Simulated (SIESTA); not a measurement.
## GaAs under changes of volume

One of the cells (22.590 Å³/atom); the others are scaled copies at fixed shape and fractional positions:

```xyz
2
Lattice="0.0000 2.8268 2.8268 2.8268 0.0000 2.8268 2.8268 2.8268 0.0000" Properties=species:S:1:pos:R:3 pbc="T T T"
As    4.2403    4.2403    4.2403
Ga    0.0000    0.0000    0.0000
```

```yaml
Program: SIESTA 5.4.2
Functional: revPBE
Potentials_or_basis: PseudoDojo 0.4 standard (PBE files)
Basis: DZP (energy shift 0.002 Ry; radii capped at 9.5 bohr)
Grid_cutoff: 800 Ry
Energy_shift: 0.002 Ry
k_mesh: 8 × 8 × 8
Occupations: fermi-dirac, width 0.05 eV
Spin: no spin polarisation
```

```tsv
volume (Å³/atom)	energy over the lowest point (meV/atom)	pressure (GPa)	gap on the mesh (eV)
21.234	?	?	?
21.686	91.98	11.2	1.05
22.138	63.52	9.1	0.87
22.590	40.59	7.2	0.69
23.041	22.63	5.6	0.53
23.493	9.23	4.0	0.37
23.945	0.00	2.6	0.22
```

Question: What does the run at 21.234 Å³/atom give?

Answer: Energy over the lowest point 126.66 meV/atom; pressure 13.5 GPa; gap on the mesh 1.24 eV.

Worked out: A Birch-Murnaghan fit of order 3 (a polynomial in V^(-2/3)) to the other rows has no minimum within the range. It gives 126.42 meV/atom at 21.234 Å³/atom, against the run's 126.66, and -dE/dV = 13.3 GPa, against 13.5. A straight line through the other rows of the gap, of slope -8.38 eV per unit of ln V (its deformation potential), extrapolates to 1.22 eV, against the run's 1.24.

Energies are extrapolated to zero smearing.

Caveats: semicore shells carry a single zeta, which can move pressures by several GPa and volumes by a few percent; the potentials were made for another functional, which shifts forces and pressure; the basis of atomic orbitals isn't converged, which shifts pressures, moduli and gaps.

A mesh can miss the band edges. Spin-orbit coupling on As, Ga is left out.
